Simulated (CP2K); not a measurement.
Runs of CP2K 2026.2 on CsPbCl3. It takes space group Pm-3m (No. 221, cubic). The conventional cell has a = 5.605 Å, b = 5.605 Å, c = 5.605 Å, α = 90.00°, β = 90.00°, γ = 90.00°. Around Pb (site symmetry m-3m) lie 6 Cl at 2.80 Å. Cs (site symmetry m-3m) has 12 Cl at 3.96 Å as nearest neighbours. Around Cl (site symmetry 4/mmm) lie 2 Pb at 2.80 Å. 

| level | cutoff of the non-local correlation (Ry) | gap on the mesh (eV) | pressure (GPa) |
| --- | --- | --- | --- |
| LDA | - | 2.73 | (b) |
| vdW-DF2 | 300 | 3.12 | 2.8 |
| optB88-vdW | 300 | 2.97 | 1.6 |
| PBEsol | - | 2.77 | 1.1 |
| PBE | - | (d) | (a) |
| WC | - | 2.79 | 1.2 |
| TPSS | - | 3.03 | (c) |

Alike in all rows: task atomic charges; potentials or basis POTENTIAL_UZH Pb GTH-PBE-q4, Cs GTH-PBE-q9, Cl GTH-PBE-q7; DZVP-MOLOPT-PBE-GTH basis; no spin polarisation; cell as given; k mesh 5 × 5 × 5; smearing fermi-dirac 0.05 eV.

Problem. Estimate the missing entries.

Solution. (a) 2.1; (b) 0.3; (c) 2.4; (d) 2.87.

Caveats: spin-orbit coupling is left out, which as a rule narrows the gap of such compounds by several tenths of an eV; an odd mesh through Γ misses points on the zone boundary, where band edges often lie; the basis of atomic orbitals isn't converged, which shifts pressures, moduli and gaps; the potentials were made for another functional, which shifts forces and pressure (some runs).

A k mesh can miss the band edges, and the runs leave out spin-orbit coupling on Cs, Pb.
